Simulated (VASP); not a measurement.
Runs of VASP 6.6.1 on BaZrO3. Symmetry: Pm-3m, No. 221, cubic system. The conventional cell has a = 4.191 Å, b = 4.191 Å, c = 4.191 Å, α = 90.00°, β = 90.00°, γ = 90.00°. Ba (site symmetry m-3m) is surrounded by 12 O at 2.96 Å. Zr (site symmetry m-3m) has 6 O at 2.10 Å as nearest neighbours. Around O (site symmetry 4/mmm) lie 2 Zr at 2.10 Å. 

```csv
task,level,cell,k mesh,cutoff (eV),grid for exact exchange (PRECFOCK),exchange at q = 0,screening parameter,share of exact exchange,gap on the mesh (eV),pressure (GPa)
relaxation of cell and atoms,PBEsol,relaxed,6 × 6 × 6,600,-,-,-,-,(a),0.0
band structure,PBE0,"Pm-3m, 14.71 Å³/atom",4 × 4 × 4,520,Fast,truncated,-,-,(b),1.4
band structure,HSE06,"Pm-3m, 14.71 Å³/atom",4 × 4 × 4,520,Fast,-,0.2 1/A,-,4.70,1.4
band structure,PBE-EpsX,"Pm-3m, 14.71 Å³/atom",4 × 4 × 4,520,Fast,truncated,-,0.205,5.01,2.0
```

Alike in all rows: potentials or basis VASP PAW PBE potentials, release 64 (Ba_sv, Zr_sv, O); no spin polarisation; smearing gaussian 0.03 eV.

Q: Fill in the values left out.

A: (a) 3.11; (b) 5.43.

Caveats: the PAW data sets were made with another functional, which shifts forces and pressure a little; spin-orbit coupling is left out, which moves the levels of the heavy elements.

A k mesh can miss the band edges, and the runs leave out spin-orbit coupling on Ba, Zr.

Runs at the PBE level aren't shown here.
